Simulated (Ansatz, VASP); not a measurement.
## One calculation of GaP, two programs

INCAR

```
  ALGO = Fast
  EDIFF = 1E-6
  ENCUT = 520
  GGA = PE
  ISIF = 2
  ISMEAR = 0
  LASPH = True
  LCHARG = False
  LREAL = False
  LWAVE = False
  NBANDS = 16
  NELM = 100
  PREC = Accurate
  SIGMA = 0.03
```

Contents of KPOINTS:

```
k-points
0
Gamma
  8 8 8
```

Contents of POSCAR:

```
GaP
1.0
    0.0000000000      2.7252500000      2.7252500000
    2.7252500000      0.0000000000      2.7252500000
    2.7252500000      2.7252500000      0.0000000000
Ga P
1 1
Direct
    0.0000000000      0.0000000000      0.0000000000
    0.7500000000      0.7500000000      0.7500000000
```

input.yaml

```yaml
crystal:
  lattice:
    - [0.0, 2.72525, 2.72525]
    - [2.72525, 0.0, 2.72525]
    - [2.72525, 2.72525, 0.0]
  atoms:
    - { symbol: Ga, position: [0.0, 0.0, 0.0] }
    - { symbol: P, position: [0.75, 0.75, 0.75] }
hamiltonian:
  xc: pbe
  pseudopotentials: { kind: paw }
kpoints:
  mp_grid: { grid: [8, 8, 8] }
scf:
  occupations: { method: gaussian, width: 0.03 }
output:
  forces: true
  stress: true
  eigenvalues: true
  write_density: true
  write_potential: true
  elf: true
  volumetric_format: npy
```

Alike in both runs: task single point; functional PBE; k mesh 8 × 8 × 8; occupations gaussian, width 0.03 eV; no spin polarisation.

|  | VASP | Ansatz |
| --- | --- | --- |
| version | VASP 6.6.1 | Ansatz 0.2.0 |
| potentials or method | VASP PAW PBE potentials, release 64 (Ga_d, P) | Ansatz PAW |
| plane-wave cutoff (eV) | 520 | 420 |
| valence electrons in the cell | 18 | 18 |

VASP gave:

* gap on the k mesh at the Fermi level (eV): 1.64
* least direct gap on the mesh (eV): 1.83
* pressure (GPa): 2.4

Question: Estimate Ansatz's values.

Answer: gap on the k mesh at the Fermi level (eV): 1.64; least direct gap on the mesh (eV): 1.83; pressure (GPa): 2.5.

A k mesh can miss the band edges. As with any semilocal functional, this PBE gap is likely too small.
